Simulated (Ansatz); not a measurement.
Run on Pt (sc type): DFT, PBE, all-electron LAPW, scalar-relativistic (Ansatz 0.2.0). This run: sc relaxed under pressure.

The cell comes from a relaxation on PAW files under the same functional, begun from a prototype that needn't be the stable phase.

Command: `ansatz run input.yaml --threads 1 --pin off --max-ram 3584MiB --backend cpu --events-out ev --progress --plain --runs-dir out` It took 2.2 min on 1 thread of Arm Neoverse V2, on a shared host, peak memory 0.66 GiB.

```yaml
crystal:
  lattice:
    - [2.0120933191, 0.0, 0.0]
    - [0.0, 2.0120933191, 0.0]
    - [0.0, 0.0, 2.0120933191]
  atoms:
    - { symbol: Pt, position: [0.0, 0.0, 0.0] }
kpoints:
  mp_grid: { grid: [19, 19, 19] }
scf:
  occupations: { method: fermi_dirac, width: 0.08 }
hamiltonian:
  xc: pbe
  pseudopotentials: { kind: all_electron, lapw: { basis_error: 0.0005 } }
output:
  forces: true
  stress: true
  eigenvalues: true
relax:
  f_tol: 0.005
  max_steps: 12
  cell: { p_target: 1100.0, stress_tol: 0.55 }
```

Output:

```
The last accepted step is kept in <dir> (removed where the run ends without a failure and the disk answers)
LAPW: plane waves up to 13.528 Å⁻¹, error target 5.0e-4 eV per atom; small_component_spin mean_spin; Pt in spheres of 0.976 Å, 50 of its electrons in bands, Dirac shells [] (how accurate: hamiltonian.pseudopotentials.lapw.basis_error, Limitations)
Engine: ansatz 0.2.0
Pseudopotentials: kind: all_electron
Pseudopotential: Pt, LAPW, valence charge 50, lapw/all_electron/scalar/gaussian/Pt, Koelling and Harmon's equation, gaussian nucleus
Functional definition: PBE
  parameter kappa = 0.804
  parameter beta = 0.06672455060314922
  exchange = pbe_x(kappa = kappa, mu = beta*pi^2/3)
  correlation = pbe_c(beta = beta)
Crystal: 1 atoms, lattice volume = 8.146 Å³
Basis set: ecut = 697.2394037707958 eV, 341 PW (Γ), exchange–correlation at level 2
Bands: 30, of which v1, the nominal top of the filled ones, is band 25 counted from 1 (24 counted from 0)
Symmetry: 48 space group operations
Space group: Pm-3m (ITA 221), of the structure as read, at distance tolerance 2.0e-5 Å
k-points: 220 of 6859
Non-local potential: Pt, projectors of the file, none
Initial density: superposition of atomic densities (chi_scale 0.1, normalization cell)
Initial wavefunctions: plane waves of lowest kinetic energy (no species holds an atomic orbital)
Functional: x = pbe(κ = 0.804, μ = 0.2195149727645171), c = pbe(β = 0.06672455060314922)
iter 1 solved again at ethr=2.17e-5 eV; its pass at ethr=1.00e-1 eV (dr2=1.08e-2 eV) is discarded
SCF iter   1: F=—  HF=-500941.067303 eV  |F-HF|=—  |Δ(HF+E_count)|=         —  Δρ=2.00e-2  dr2=1.09e-2  ethr=2.17e-5  ⟨swp⟩=3.1  Hψ=44032  notcnv=0
preconditioner: auto → none  [metal: Δε(μ)=0.018 eV  Ē_g=63.929 eV  σ=0.080 eV  W_gap=0.06  n_scr=6 (ndim 8)  ℏωp=71.3 eV  f_vac=0.000  D(μ)=0.43/eV (n_scr^D=0)  sad-step TF]
SCF iter   2: F=—  HF=-500941.070445 eV  |F-HF|=—  |Δ(HF+E_count)|=   3.14e-3  Δρ=1.33e-2  dr2=5.69e-3  ethr=2.17e-5  ⟨swp⟩=2.0  Hψ=18948  notcnv=0
iter 3 solved again at ethr=1.14e-7 eV; its pass at ethr=1.14e-5 eV (dr2=5.68e-5 eV) is discarded
SCF iter   3: F=—  HF=-500941.071855 eV  |F-HF|=—  |Δ(HF+E_count)|=   1.41e-3  Δρ=1.24e-3  dr2=5.71e-5  ethr=1.14e-7  ⟨swp⟩=2.4  Hψ=32664  notcnv=0
SCF iter   4: F=—  HF=-500941.071717 eV  |F-HF|=—  |Δ(HF+E_count)|=         —  Δρ=7.87e-4  dr2=2.63e-5  ethr=1.14e-7  ⟨swp⟩=3.0  Hψ=19528  notcnv=0
the basis was enlarged: its passes take 825.2 KiB over the memory plan, 1 of 1 planned eigensolver slots
SCF iter   5: F=—  HF=-500941.071697 eV  |F-HF|=—  |Δ(HF+E_count)|=   1.98e-5  Δρ=2.67e-4  dr2=3.24e-6  ethr=5.26e-8  ⟨swp⟩=2.0  Hψ=18947  notcnv=0
SCF iter   6: F=—  HF=-500941.071696 eV  |F-HF|=—  |Δ(HF+E_count)|=   6.24e-7  Δρ=4.88e-5  dr2=1.05e-7  ethr=6.47e-9  ⟨swp⟩=2.0  Hψ=18947  notcnv=0
SCF iter   7: F=-500941.071696 eV  HF=-500941.071696 eV  |F-HF|=1.75e-10  |Δ(HF+E_count)|=   1.47e-8  Δρ=4.89e-6  dr2=9.67e-10  ethr=2.09e-10  ⟨swp⟩=2.0  Hψ=18952  notcnv=0
SCF 1 converged in 7 iterations: F = -500941.071696 eV  dr2 = 9.67e-10
relax step   1: F+E_penalty+E_count = -500941.07169635 eV  Δ(F+E_penalty+E_count) = +0.000e0 eV  max|allowed force component| = 0.000e0 eV/Å  Δτ_max = 0.0000 Å  P = +1098.131 GPa  Ω = 8.146 Å³  (7 SCF iters, accepted)
Crystal: 1 atoms, lattice volume = 8.122 Å³
Basis set: ecut = 698.5866656140535 eV, 341 PW (Γ), exchange–correlation at level 2
Initial density: handed on by an earlier stage of this run
Initial wavefunctions: those handed on with the density
iter 1 solved again at ethr=7.53e-9 eV; its pass at ethr=1.00e-1 eV (dr2=3.76e-6 eV) is discarded
SCF iter   1: F=—  HF=-500940.909427 eV  |F-HF|=—  |Δ(HF+E_count)|=         —  Δρ=4.27e-4  dr2=8.64e-6  ethr=7.53e-9  ⟨swp⟩=5.1  Hψ=35659  notcnv=0
preconditioner: auto → none  [metal: Δε(μ)=0.007 eV  Ē_g=63.991 eV  σ=0.080 eV  W_gap=0.02  n_scr=6 (ndim 8)  ℏωp=71.4 eV  f_vac=0.000  D(μ)=0.43/eV (n_scr^D=0)]
iter 2 solved again at ethr=1.66e-10 eV; its pass at ethr=7.53e-9 eV (dr2=8.28e-8 eV) is discarded
SCF iter   2: F=—  HF=-500940.909417 eV  |F-HF|=—  |Δ(HF+E_count)|=   1.04e-5  Δρ=5.91e-5  dr2=8.29e-8  ethr=1.66e-10  ⟨swp⟩=2.0  Hψ=32653  notcnv=0
SCF iter   3: F=—  HF=-500940.909416 eV  |F-HF|=—  |Δ(HF+E_count)|=   4.39e-7  Δρ=2.54e-5  dr2=1.21e-8  ethr=1.66e-10  ⟨swp⟩=2.0  Hψ=18947  notcnv=0
SCF iter   4: F=-500940.909416 eV  HF=-500940.909416 eV  |F-HF|=1.80e-9  |Δ(HF+E_count)|=   3.18e-8  Δρ=8.93e-6  dr2=2.46e-9  ethr=2.43e-11  ⟨swp⟩=2.2  Hψ=18998  notcnv=0
SCF 2 converged in 4 iterations: F = -500940.909416 eV  dr2 = 2.46e-9
relax step   2: F+E_penalty+E_count = -500940.90941618 eV  Δ(F+E_penalty+E_count) = +1.623e-1 eV  max|allowed force component| = 0.000e0 eV/Å  Δτ_max = 0.0000 Å  P = +1109.633 GPa  Ω = 8.122 Å³  (4 SCF iters, rejected (line search))
Crystal: 1 atoms, lattice volume = 8.142 Å³
Basis set: ecut = 697.4584376287557 eV, 341 PW (Γ), exchange–correlation at level 2
iter 1 solved again at ethr=5.65e-9 eV; its pass at ethr=1.00e-1 eV (dr2=2.82e-6 eV) is discarded
SCF iter   1: F=—  HF=-500941.045383 eV  |F-HF|=—  |Δ(HF+E_count)|=         —  Δρ=3.60e-4  dr2=6.28e-6  ethr=5.65e-9  ⟨swp⟩=5.2  Hψ=35558  notcnv=0
preconditioner: auto → none  [metal: Δε(μ)=0.002 eV  Ē_g=63.943 eV  σ=0.080 eV  W_gap=0.01  n_scr=6 (ndim 8)  ℏωp=71.3 eV  f_vac=0.000  D(μ)=0.43/eV (n_scr^D=0)]
iter 2 solved again at ethr=1.21e-10 eV; its pass at ethr=5.65e-9 eV (dr2=6.03e-8 eV) is discarded
SCF iter   2: F=—  HF=-500941.045375 eV  |F-HF|=—  |Δ(HF+E_count)|=   7.40e-6  Δρ=4.77e-5  dr2=6.04e-8  ethr=1.21e-10  ⟨swp⟩=2.0  Hψ=32604  notcnv=0
SCF iter   3: F=-500941.045375 eV  HF=-500941.045375 eV  |F-HF|=4.28e-8  |Δ(HF+E_count)|=   2.66e-7  Δρ=2.03e-5  dr2=8.44e-9  ethr=1.21e-10  ⟨swp⟩=2.0  Hψ=18947  notcnv=0
SCF 3 converged in 3 iterations: F = -500941.045375 eV  dr2 = 8.44e-9
relax step   3: F+E_penalty+E_count = -500941.04537509 eV  Δ(F+E_penalty+E_count) = +2.632e-2 eV  max|allowed force component| = 0.000e0 eV/Å  Δτ_max = 0.0000 Å  P = +1100.000 GPa  Ω = 8.142 Å³  (3 SCF iters, accepted)
iter 1 solved again at ethr=1.68e-11 eV; its pass at ethr=1.00e-1 eV (dr2=8.41e-9 eV) is discarded
SCF iter   1: F=—  HF=-500941.045375 eV  |F-HF|=—  |Δ(HF+E_count)|=         —  Δρ=2.03e-5  dr2=8.41e-9  ethr=1.68e-11  ⟨swp⟩=3.0  Hψ=30692  notcnv=0
preconditioner: auto → none  [metal: Δε(μ)=0.005 eV  Ē_g=63.947 eV  σ=0.080 eV  W_gap=0.01  n_scr=6 (ndim 8)  ℏωp=71.3 eV  f_vac=0.000  D(μ)=0.43/eV (n_scr^D=0)]
SCF iter   2: F=-500941.045375 eV  HF=-500941.045375 eV  |F-HF|=3.14e-9  |Δ(HF+E_count)|=   1.22e-8  Δρ=7.68e-6  dr2=1.44e-9  ethr=1.68e-11  ⟨swp⟩=2.6  Hψ=19155  notcnv=0
SCF 4 converged in 2 iterations: F = -500941.045375 eV  dr2 = 1.44e-9
relax step   4: F+E_penalty+E_count = -500941.04537511 eV  Δ(F+E_penalty+E_count) = -2.241e-8 eV  max|allowed force component| = 0.000e0 eV/Å  Δτ_max = 0.0000 Å  P = +1099.995 GPa  Ω = 8.142 Å³  stress off target by 5.43e-3 GPa  SCF on the basis re-selected at this cell (its energy is not comparable with the rows above)  (2 SCF iters)
basis re-selected at this cell: Δ(F+E_penalty+E_count) = -2.241e-8 eV, ΔP = -0.005 GPa vs the last step (what re-selecting the basis moved, after the strain that the cell walked since its last selection, with what the two solves' SCF thresholds leave and, on support functions, any second-order correction that the steps lacked; it is no measure of the basis error at this ecutwfc). This SCF's stress stands 5.43e-3 GPa from its target on what of the cell is left free (relax.cell.stress_tol is 5.50e-1 GPa) and its largest allowed force component is 0.00e0 eV/Å (relax.f_tol is 5.00e-3 eV/Å): within both
SCF converged after 2 iterations
Free energy (F): -500941.045375 eV
Harris-Foulkes:  -500941.045375 eV  (|F-HF|=3.14e-9)
Internal energy: -500941.036445 eV  (E = F + TS)
E sigma→0 (E₀):  -500941.040910 eV
Entropy (-TS):   -0.008930 eV (-8.930 meV/atom)
Fermi energy:    60.001455 eV
--- Per-component energies (eV) ---
  E_band       = -6178.842469
  E_kinetic    = 569045.684069
  E_xc         = -9715.055391
  E_electrostatic = -1060271.665124  (all electrons and nuclei)
  E_smearing   = -0.008930  (= −TS)
  E_closure    = 0.000000  (closes the sum)
  E_atoms      = -500951.217831  (free atoms, spherical and without spin; not in F)
  Σ components = -500941.045375   (vs F -500941.045375, Δ=0.00e0)
  Basis errors (estimates in eV, not in F): energy 1.7e-4 per atom: plane waves 1.5e-4 (8.6e-5 summed), levels above the bands 1.0e-139, relativity 8.8e-8, radial functions 2.0e-5, core shells 6.0e-11; eigenvalues (radial functions only) 1.1e-6; not estimated: angular momenta, meshes, grids; target (lapw.basis_error) 5.0e-4; muffin-tin radii Pt 0.976 Å
--- Forces (eV/Å), atoms counted from 1 ---
  atom   1  Pt    -0.00000000    -0.00000000     0.00000000
  max |Σ_I F_I| component: 2.63e-30 eV/Å
--- Stress (GPa, compression-positive) ---
     1099.994574       0.000000       0.000000
        0.000000    1099.994574       0.000000
        0.000000       0.000000    1099.994574
  P = ⅓ Tr σ = 1099.9946 GPa (10999.946 kbar)
--- Band table (eV; the first three rows and the last of 220) ---
  k-point 0: bands = ["-633.8050", "-458.6568", "-458.6568", "-458.6568", "-246.0173", "-246.0173", "-245.9602", "-245.9602", "-245.9602", "-43.4004", "-9.8626", "-9.8626", "-9.8626", "-9.8493", "-9.8493", "-9.8493", "-9.7629", "4.6946", "4.6946", "4.6946", "41.8656", "42.8092", "42.8092", "61.3616", "61.3616", "61.3616", "78.8850", "78.8850", "78.8850", "90.7401"]
  k-point 1: bands = ["-633.8050", "-458.6568", "-458.6568", "-458.6568", "-246.0173", "-246.0172", "-245.9602", "-245.9602", "-245.9602", "-43.3833", "-9.8632", "-9.8617", "-9.8617", "-9.8519", "-9.8485", "-9.8485", "-9.7632", "4.5211", "4.7086", "4.7086", "42.0389", "42.8529", "43.0956", "61.0123", "61.0123", "61.3858", "78.0482", "79.2755", "79.2755", "87.9798"]
  k-point 2: bands = ["-633.8050", "-458.6568", "-458.6568", "-458.6568", "-246.0173", "-246.0171", "-245.9602", "-245.9602", "-245.9602", "-43.3336", "-9.8647", "-9.8595", "-9.8595", "-9.8595", "-9.8454", "-9.8454", "-9.7642", "4.0326", "4.7493", "4.7493", "42.3938", "42.9808", "44.0748", "60.0835", "60.0835", "61.4562", "76.1382", "80.3032", "80.3032", "84.9268"]
  k-point 219: bands = ["-633.8050", "-458.6568", "-458.6568", "-458.6568", "-246.0156", "-246.0156", "-245.9605", "-245.9605", "-245.9605", "-41.4929", "-9.9282", "-9.9282", "-9.9281", "-9.8075", "-9.7984", "-9.7984", "-9.7983", "0.9935", "0.9972", "0.9972", "43.7720", "43.8416", "43.8416", "62.7262", "67.3870", "67.3870", "79.4754", "80.4887", "80.4887", "92.7784"]
--- Relaxed structure (3 steps of the walk, 2 accepted, 1 SCFs on fresh bases) ---
  F+E_penalty+E_count = -500941.04537511 eV   max|allowed force component| = 0.000e0 eV/Å   (the final SCF, on the basis selected at the relaxed cell)
  cell:  # Å, volume = 8.1422 Å³
    - [2.011777349613358, 2.246918268451775e-34, 0.0]
    - [2.246918268451775e-34, 2.011777349613358, 0.0]
    - [0.0, 0.0, 2.011777349613358]
  atoms:
    - { symbol: Pt, position: [0.0, 0.0, 0.0] }
```

Next run (diamond relaxed under pressure), as changes to the input before:

```diff
   lattice:
-    - [2.0120933191, 0.0, 0.0]
-    - [0.0, 2.0120933191, 0.0]
-    - [0.0, 0.0, 2.0120933191]
+    - [0.0, 2.1094547512, 2.1094547512]
+    - [2.1094547512, 0.0, 2.1094547512]
+    - [2.1094547512, 2.1094547512, 0.0]
   atoms:
-    - { symbol: Pt, position: [0.0, 0.0, 0.0] }
+    - { symbol: Pt, position: [-0.125, -0.125, -0.125] }
+    - { symbol: Pt, position: [0.125, 0.125, 0.125] }
 kpoints:
-  mp_grid: { grid: [19, 19, 19] }
+  mp_grid: { grid: [16, 16, 16] }
 scf:
```

Command: `ansatz run input.yaml --threads 1 --pin off --max-ram 3584MiB --backend cpu --events-out ev --progress --plain --runs-dir out` It took 8.2 min on 1 thread of Arm Neoverse V2, on a shared host, peak memory 1.3 GiB.

Results part of the output:

```
basis re-selected at this cell: Δ(F+E_penalty+E_count) = -6.519e-9 eV, ΔP = -0.001 GPa vs the last step (what re-selecting the basis moved, after the strain that the cell walked since its last selection, with what the two solves' SCF thresholds leave and, on support functions, any second-order correction that the steps lacked; it is no measure of the basis error at this ecutwfc). This SCF's stress stands 8.76e-3 GPa from its target on what of the cell is left free (relax.cell.stress_tol is 5.50e-1 GPa) and its largest allowed force component is 4.16e-16 eV/Å (relax.f_tol is 5.00e-3 eV/Å): within both
SCF converged after 2 iterations
Free energy (F): -1001870.712311 eV
Harris-Foulkes:  -1001870.712311 eV  (|F-HF|=8.27e-9)
Internal energy: -1001870.695640 eV  (E = F + TS)
E sigma→0 (E₀):  -1001870.703975 eV
Entropy (-TS):   -0.016671 eV (-8.336 meV/atom)
Fermi energy:    52.850295 eV
--- Per-component energies (eV) ---
  E_band       = -13252.065983
  E_kinetic    = 1138134.600658
  E_xc         = -19429.798797
[... lines left out ...]
  k-point 1: bands = ["-642.8154", "-642.8154", "-467.6748", "-467.6748", "-467.6748", "-467.6746", "-467.6746", "-467.6746", "-255.0202", "-255.0202", "-255.0201", "-255.0164", "-255.0164", "-255.0164", "-254.9998", "-254.9998", "-254.9985", "-254.9985", "-53.3029", "-50.0916", "-19.0800", "-18.9917", "-18.9915", "-18.9915", "-18.9562", "-18.9542", "-18.9542", "-18.8466", "-18.8466", "-18.8446", "-18.8087", "-18.8085", "-18.8085", "-18.7729", "-9.2032", "-9.2032", "-9.1741", "-4.3814", "-4.3592", "-4.3592", "35.9388", "36.2643", "36.2643", "40.0623", "40.2435", "40.2435", "46.7718", "46.9842", "46.9842", "53.8453", "53.8453", "62.1204", "64.0808", "64.0808", "65.1801", "68.3668", "75.2941", "76.6240", "76.6240", "78.0957"]
  k-point 2: bands = ["-642.8154", "-642.8154", "-467.6748", "-467.6748", "-467.6748", "-467.6746", "-467.6746", "-467.6746", "-255.0202", "-255.0202", "-255.0201", "-255.0165", "-255.0164", "-255.0164", "-254.9998", "-254.9998", "-254.9985", "-254.9985", "-53.2406", "-50.1680", "-19.0773", "-18.9915", "-18.9904", "-18.9904", "-18.9578", "-18.9503", "-18.9503", "-18.8518", "-18.8518", "-18.8442", "-18.8089", "-18.8084", "-18.8084", "-18.7769", "-9.2715", "-9.2715", "-9.1623", "-4.3500", "-4.2682", "-4.2682", "36.1430", "36.1430", "36.3952", "39.9199", "40.5226", "40.5226", "46.0121", "46.8002", "46.8002", "53.7575", "53.7575", "61.5170", "64.2740", "64.2740", "66.9390", "69.2075", "72.4516", "75.2304", "75.2304", "78.2377"]
  k-point 144: bands = ["-642.8154", "-642.8154", "-467.6748", "-467.6748", "-467.6747", "-467.6747", "-467.6746", "-467.6746", "-255.0205", "-255.0205", "-255.0183", "-255.0183", "-255.0161", "-255.0161", "-254.9991", "-254.9991", "-254.9991", "-254.9991", "-51.7800", "-51.7800", "-19.0206", "-19.0206", "-18.9594", "-18.9594", "-18.9521", "-18.9521", "-18.9039", "-18.9039", "-18.8742", "-18.8742", "-18.8291", "-18.8291", "-18.8038", "-18.8038", "-10.3488", "-10.3488", "-6.5854", "-6.5854", "-2.8504", "-2.8504", "34.5966", "34.5966", "39.6138", "39.6138", "43.0864", "43.0864", "44.5916", "44.5916", "53.1378", "53.1378", "54.1061", "54.1061", "55.5798", "55.5798", "71.9611", "71.9611", "73.1682", "73.1682", "76.8993", "76.8993"]
--- Relaxed structure (3 steps of the walk, 2 accepted, 1 SCFs on fresh bases) ---
  F+E_penalty+E_count = -1001870.71231085 eV   max|allowed force component| = 4.163e-16 eV/Å   (the final SCF, on the basis selected at the relaxed cell)
  cell:  # Å, volume = 18.7604 Å³
    - [2.0381488131582358e-34, 2.1089697764368225, 2.1089697764368225]
    - [2.1089697764368225, 0.0, 2.1089697764368225]
    - [2.1089697764368225, 2.1089697764368225, 2.0381488131582358e-34]
  atoms:
    - { symbol: Pt, position: [-0.125, -0.125, -0.125] }
    - { symbol: Pt, position: [0.125, 0.125, 0.125] }
```

Next run (omega relaxed under pressure), as changes to the input before:

```diff
   lattice:
-    - [0.0, 2.1094547512, 2.1094547512]
-    - [2.1094547512, 0.0, 2.1094547512]
-    - [2.1094547512, 2.1094547512, 0.0]
+    - [3.5524819574, 0.0, 0.0]
+    - [-1.7762409787, 3.0765396216, 0.0]
+    - [0.0, 0.0, 2.1118853395]
   atoms:
-    - { symbol: Pt, position: [-0.125, -0.125, -0.125] }
-    - { symbol: Pt, position: [0.125, 0.125, 0.125] }
+    - { symbol: Pt, position: [0.0, 0.0, 0.0] }
+    - { symbol: Pt, position: [0.3333333333, 0.6666666667, 0.5] }
+    - { symbol: Pt, position: [0.6666666667, 0.3333333333, 0.5] }
 kpoints:
-  mp_grid: { grid: [16, 16, 16] }
+  mp_grid: { grid: [10, 10, 14] }
 scf:
```

Results part of the output:

```
basis re-selected at this cell: Δ(F+E_penalty+E_count) = -6.636e-8 eV, ΔP = -0.000 GPa vs the last step (what re-selecting the basis moved, after the strain that the cell walked since its last selection, with what the two solves' SCF thresholds leave and, on support functions, any second-order correction that the steps lacked; it is no measure of the basis error at this ecutwfc). This SCF's stress stands 5.82e-2 GPa from its target on what of the cell is left free (relax.cell.stress_tol is 5.50e-1 GPa) and its largest allowed force component is 7.40e-16 eV/Å (relax.f_tol is 5.00e-3 eV/Å): within both
SCF converged after 2 iterations
Free energy (F): -1502829.307890 eV
Harris-Foulkes:  -1502829.307890 eV  (|F-HF|=9.31e-10)
Internal energy: -1502829.265079 eV  (E = F + TS)
E sigma→0 (E₀):  -1502829.286484 eV
Entropy (-TS):   -0.042810 eV (-14.270 meV/atom)
Fermi energy:    63.444980 eV
--- Per-component energies (eV) ---
  E_band       = -17985.225285
  E_kinetic    = 1707112.017781
  E_xc         = -29144.834269
[... lines left out ...]
  k-point 2: bands = ["-630.2338", "-630.2338", "-629.8962", "-455.0880", "-455.0880", "-455.0880", "-455.0880", "-455.0768", "-455.0768", "-454.7455", "-454.7455", "-454.7398", "-242.4367", "-242.4365", "-242.4218", "-242.4218", "-242.4215", "-242.4215", "-242.3829", "-242.3829", "-242.3828", "-242.3828", "-242.0703", "-242.0703", "-242.0627", "-242.0627", "-242.0542", "-39.4078", "-38.5184", "-38.3724", "-6.3423", "-6.3282", "-6.2904", "-6.2904", "-6.2802", "-6.2597", "-6.2597", "-6.2536", "-6.2476", "-6.2467", "-6.2384", "-6.2384", "-6.2236", "-6.2236", "-5.9225", "-5.9225", "-5.9116", "-5.9116", "-5.8957", "-5.8940", "-5.8892", "4.5388", "4.5388", "5.8761", "5.8761", "6.8002", "7.8011", "7.8575", "8.3377", "8.3377", "45.7123", "47.7693", "50.7956", "50.7956", "51.5794", "51.5794", "53.1956", "53.7192", "54.4525", "54.4525", "56.9851", "56.9851", "58.4962", "58.4962", "63.9049", "63.9049", "72.7307", "74.4227", "76.7231", "76.8235", "76.8235", "77.2762", "78.2671", "78.2671", "82.8587", "82.8587", "84.4510", "84.4510", "95.6119", "95.6119"]
  k-point 111: bands = ["-630.2338", "-630.2338", "-629.8962", "-455.0880", "-455.0880", "-455.0880", "-455.0880", "-455.0768", "-455.0768", "-454.7455", "-454.7455", "-454.7398", "-242.4363", "-242.4362", "-242.4219", "-242.4217", "-242.4216", "-242.4214", "-242.3830", "-242.3829", "-242.3829", "-242.3829", "-242.0704", "-242.0704", "-242.0627", "-242.0627", "-242.0538", "-38.6649", "-38.5639", "-38.1315", "-6.3264", "-6.3231", "-6.3120", "-6.3028", "-6.2957", "-6.2860", "-6.2661", "-6.2559", "-6.2391", "-6.2360", "-6.2349", "-6.2337", "-6.2260", "-6.2212", "-5.9518", "-5.9186", "-5.9182", "-5.8949", "-5.8936", "-5.8913", "-5.8913", "3.6632", "4.2820", "4.4902", "5.7596", "6.1356", "6.6359", "7.2683", "7.3667", "8.2806", "45.1398", "48.3364", "49.2241", "49.7841", "50.0408", "50.1717", "52.3572", "53.2807", "54.4332", "55.5717", "56.9188", "62.4160", "64.1974", "64.5971", "66.4744", "67.5646", "70.6265", "72.9524", "73.4628", "78.1062", "78.3888", "81.5096", "81.9437", "82.7050", "83.1669", "84.6041", "86.2319", "87.6818", "88.0620", "92.2852"]
--- Relaxed structure (3 steps of the walk, 2 accepted, 1 SCFs on fresh bases) ---
  F+E_penalty+E_count = -1502829.30788957 eV   max|allowed force component| = 7.401e-16 eV/Å   (the final SCF, on the basis selected at the relaxed cell)
  cell:  # Å, volume = 23.0678 Å³
    - [3.551596655739884, 0.0, 0.0]
    - [-1.775798327869942, 3.075772927866595, 0.0]
    - [0.0, 0.0, 2.111682960393977]
  atoms:
    - { symbol: Pt, position: [7.28027778971106e-39, 1.086814664176664e-37, 0.0] }
    - { symbol: Pt, position: [0.33333333333333337, 0.6666666666666667, 0.5] }
    - { symbol: Pt, position: [0.6666666666666666, 0.33333333333333337, 0.5] }
```

Spin–orbit coupling is left out, which matters for the heavy atoms.
